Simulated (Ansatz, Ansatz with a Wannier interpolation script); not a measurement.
Planning a run of Ansatz 0.2.0 on SnS2 (1T monolayer). The input:

```yaml
crystal:
  lattice:
    - [3.7045656243, 0.0, 0.0]
    - [-1.8522828121, 3.2082479406, 0.0]
    - [0.0, 0.0, 29.1]
  atoms:
    - { symbol: Sn, position: [0.0, 0.0, 0.5] }
    - { symbol: S, position: [0.3333333333, 0.6666666667, 0.550736403] }
    - { symbol: S, position: [0.6666666667, 0.3333333333, 0.449263597] }
  periodic: [true, true, false]
kpoints:
  mp_grid: { grid: [12, 12, 1] }
hamiltonian:
  xc: pbe
scf:
  occupations: { method: fixed }
gw:
  n_empty_bands: 561
  ecut_chi: 80.0
  qp_bands: [v5, c2]
  screening: { model: contour_deformation }
```

```sh
ansatz run input.yaml --threads 12 --pin off --max-ram 27648MiB --backend cpu --events-out ev --progress --plain --runs-dir out
```

Q: Estimate wall time and host memory on 12 threads of Intel Xeon 6975P-C (Granite Rapids), shared host.

It took 8.7 min; on shared hardware allow 4.3 min to 17 min. Peak host memory was 8.7 GiB. The sizes that set the cost: 6793 plane waves a state, 19 irreducible k points, 574 bands summed, 589 plane waves in the screening and 7 SCF cycles.

The screening grows as filled bands × empty bands × pairs of k points, times the square of the screening basis for the matrix.

[Paths, hosts, dates, memory and timing lines, banners, echoed tables and standing remarks are left out of the program output.]

[Logs are printed without paths, hosts, clocks, repeated set-up lines and the standing remarks that a program may print on its own settings, such as how far it seeks lower states.]

[Runs of the session that timed out or met a known fault of the program may be left out.]

[Hosts, paths, dates, database ids (printed as entryN), source tags and the programs' standing remarks are cut or masked in the printed files.]
